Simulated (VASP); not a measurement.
MgS, 2 atoms in the cell. Symmetry: I-4m2, No. 119, tetragonal system. Conventional cell: a = 4.003 Å, b = 4.003 Å, c = 5.931 Å, α = 90.00°, β = 90.00°, γ = 90.00°. Mg (site symmetry -4m2) has 4 S at 2.49 Å as nearest neighbours. Around S (site symmetry -4m2) lie 4 Mg at 2.49 Å. The cell was built by a generator and needn't be a form met in nature. The cell isn't the ideal one: uniaxial_x strain +4.8%.

| Property | Result |
| --- | --- |
| Program | VASP 6.6.1 |
| Task | single point |
| Functional | HSE06 |
| Potentials or basis | VASP PAW PBE potentials, release 64 (Mg, S) |
| Cutoff | 520 eV |
| k mesh | 6 × 6 × 6 |
| Occupations | gaussian, width 0.01 eV |
| Spin | no spin polarisation |
| Dipole correction | no |
| Exchange at q = 0 | truncated |
| Grid for exact exchange (PRECFOCK) | Normal |
| Screening parameter | 0.2079 1/A |
| Further INCAR settings | ALGO = Normal; EDIFF = 1e-06; NBANDS = 11 |

Potentials or basis: VASP PAW PBE potentials, release 64 (Mg, S).

Command:

```console
$ cat potpaw_PBE.64/Mg/POTCAR potpaw_PBE.64/S/POTCAR > POTCAR
$ cp INCAR.step1 INCAR
$ mpirun -np 1 vasp_std > vasp.out
$ cp INCAR.step2 INCAR
$ mpirun -np 1 vasp_std > vasp.out
```

Hardware: 1 thread of Intel(R) Xeon(R) Platinum 8375C CPU @ 2.90GHz (Ice Lake), with other jobs on the host.

Problem. Estimate the wall time of this run.

Solution. Run time: 27 min on 1 thread of Intel(R) Xeon(R) Platinum 8375C CPU @ 2.90GHz (Ice Lake), with other jobs on the host, peak memory 0.3 GiB. Counts: scf iterations 8, k points 30.
